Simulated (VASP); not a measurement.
Wanted: the native input for a VASP 6.6.1 run.

| Item | Value |
| --- | --- |
| Task | band structure |
| Functional | PBE |
| Potentials or basis | VASP PAW PBE potentials, release 54 (Ti_sv, Si) |
| Cutoff | 600 eV |
| k mesh | 5 × 5 × 5 |
| Occupations | fermi-dirac, width 0.05 eV |
| Spin | no spin polarisation |
| Further INCAR settings | ALGO = Normal; EDIFF = 1e-06; NBANDS = 29 |

The structure of TiSi2 lies in POSCAR:

```
TiSi2
1.0
    0.0000000000      4.1175163063      4.2628978354
    2.3895119538      0.0000000000      4.2628978354
    2.3895119538      4.1175163063      0.0000000000
Ti Si
2 4
Direct
    0.7500000000      0.7500000000      0.7500000000
    0.5000000000      0.5000000000      0.5000000000
    0.4125656100      0.0874343900      0.4125656100
    0.0874343900      0.4125656100      0.0874343900
    0.1625656100      0.8374343900      0.1625656100
    0.8374343900      0.1625656100      0.8374343900
```

The cell is a database's computed one.

One way to write it, as run:

INCAR

```
PREC = Accurate
ENCUT = 600
EDIFF = 1E-6
ISMEAR = -1
SIGMA = 0.05
LREAL = False
LASPH = True
NELM = 100
ALGO = Normal
ISIF = 2
LWAVE = False
LCHARG = False
LMAXMIX = 4
GGA = PE
NBANDS = 29
```

KPOINTS

```
Automatic mesh
0
Gamma
  5 5 5
```

KPOINTS_OPT

```
path GYTZGXA1Y,TX1,XAZ,LG
20
line-mode
reciprocal
 0.0000000000  0.0000000000  0.0000000000  G
 0.5000000000  0.0000000000  0.5000000000  Y

 0.5000000000  0.0000000000  0.5000000000  Y
 1.0000000000  0.5000000000  0.5000000000  T

 1.0000000000  0.5000000000  0.5000000000  T
 0.5000000000  0.5000000000  0.0000000000  Z

 0.5000000000  0.5000000000  0.0000000000  Z
 0.0000000000  0.0000000000  0.0000000000  G

 0.0000000000  0.0000000000  0.0000000000  G
 0.0000000000  0.4127457158  0.4127457158  X

 0.0000000000  0.4127457158  0.4127457158  X
 0.5000000000  0.2443551471  0.7443551471  A1

 0.5000000000  0.2443551471  0.7443551471  A1
 0.5000000000  0.0000000000  0.5000000000  Y

 1.0000000000  0.5000000000  0.5000000000  T
 1.0000000000  0.5872542842  0.5872542842  X1

 0.0000000000  0.4127457158  0.4127457158  X
 0.5000000000  0.7556448529  0.2556448529  A

 0.5000000000  0.7556448529  0.2556448529  A
 0.5000000000  0.5000000000  0.0000000000  Z

 0.5000000000  0.5000000000  0.5000000000  L
 0.0000000000  0.0000000000  0.0000000000  G
```

Potentials or basis: VASP PAW PBE potentials, release 54 (Ti_sv, Si).

Command:

```console
$ cat potpaw_PBE.54/Ti_sv/POTCAR potpaw_PBE.54/Si/POTCAR > POTCAR
$ mpirun -np 1 vasp_std > vasp.out
```

Results of the run:

```yaml
Pressure: 2.1 GPa
Largest_force: 0.035 eV/Å
Band_gap_along_the_path: none (metal or under the smearing width)
```

Run time: 11 min on 1 thread of AMD EPYC 7R13 Processor (Zen 3), with other jobs on the host, peak memory 0.29 GiB.
